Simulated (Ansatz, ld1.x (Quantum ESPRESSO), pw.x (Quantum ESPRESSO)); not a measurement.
Equation-of-state test of one TM potential (K)

ld1.x (Quantum ESPRESSO) 7.5 input, shortened:

```
&input
   title='K', zed=19., rel=1, dft='PBE', iswitch=3,
   config='[Ar] 3d-2 4s1 4p0 4f-2'
 /
 &inputp
   pseudotype=2, tm=.true., lloc=-1, rcloc=3.30,
   nlcc=.true., new_core_ps=.true.
 /
4
4S  1  0   1.00   0.00  4.20  4.20  0.0
4P  2  1   0.00   0.00  3.45  3.45  0.0
3D  3  2  -2.00  -0.15  3.65  3.65  0.0
4F  4  3  -2.00   0.15  4.60  4.60  0.0
 &test
   configts(1)='4s1 4p0'
 /
```

Atomic tests: cutoffs needed: 6 Ry and 6 Ry (the cutoffs (Ry, on a coarse ladder) from which the occupation-weighted sum of valence levels, in a spherical-Bessel basis at the reference potential, stays within 10 and 1 mRy of its value at 400 Ry); ghost test: no extra level below or beside the all-electron valence levels (s, p, d, f tested) (spherical-Bessel basis up to 400 Ry, 20 bohr box); largest excitation error: -2.8 meV (all-electron minus pseudo) for 4s0 4p1, out of 2 test configurations.

Crystal test: fcc K in pw.x 7.5, no spin, 9³ k-points, Fermi–Dirac smearing 0.01 Ry, cutoffs 50/200 Ry. The reference is all-electron LAPW (Ansatz 0.2.0) with the same functional, mesh and smearing; V0 and B0 come from Birch–Murnaghan fits to the pressures at five volumes. Errors are pseudo minus all-electron; Δ is the rms difference of the E(V) curves that follow from these fits, minima aligned, over ±6 % about the mean V0. Mesh and smearing are coarse, so the numbers serve the comparison and aren't converged zero-temperature values; the lattice is a test structure that the element need not adopt.

All-electron: a0 = 6.675 Å (V0 = 74.37 Å³/atom), B0 = 3.5 GPa.

Q: How far does the potential miss the all-electron equation of state?

A: mean pressure error (GPa): -0.06; a0 (Å): 6.637; a0 error (%): -0.58; B0 error (%): +2.9; Δ (meV/atom): 1.0. This is a poor potential for the solid. The logarithmic derivative shows an extra or strongly shifted pseudo pole above the reference energy (p near 1.33 Ry).

```json
{"V (Å³/atom)": "70.778", "P all-electron (GPa)": "0.19", "P pseudo (GPa)": "0.12"}
{"V (Å³/atom)": "72.640", "P all-electron (GPa)": "0.09", "P pseudo (GPa)": "0.02"}
{"V (Å³/atom)": "74.503", "P all-electron (GPa)": "-0.01", "P pseudo (GPa)": "-0.07"}
{"V (Å³/atom)": "76.366", "P all-electron (GPa)": "-0.09", "P pseudo (GPa)": "-0.14"}
{"V (Å³/atom)": "78.228", "P all-electron (GPa)": "-0.16", "P pseudo (GPa)": "-0.21"}
```

Q: At the middle volume, how do free energy and pressure move when the wave cutoff is lowered (ecutrho kept at four times it)?

A:

| cutoff (Ry) | shift of F (meV/atom) | shift of P (GPa) |
| --- | --- | --- |
| 22 | +0.1 | +0.00 |
| 30 | +0.0 | +0.00 |
| 40 | +0.0 | +0.00 |

The run at the middle volume (35 k-points, 6 iterations) took about 14 s on one core of a shared host (Neoverse-V1, 32 threads, 247 GiB, load 8).
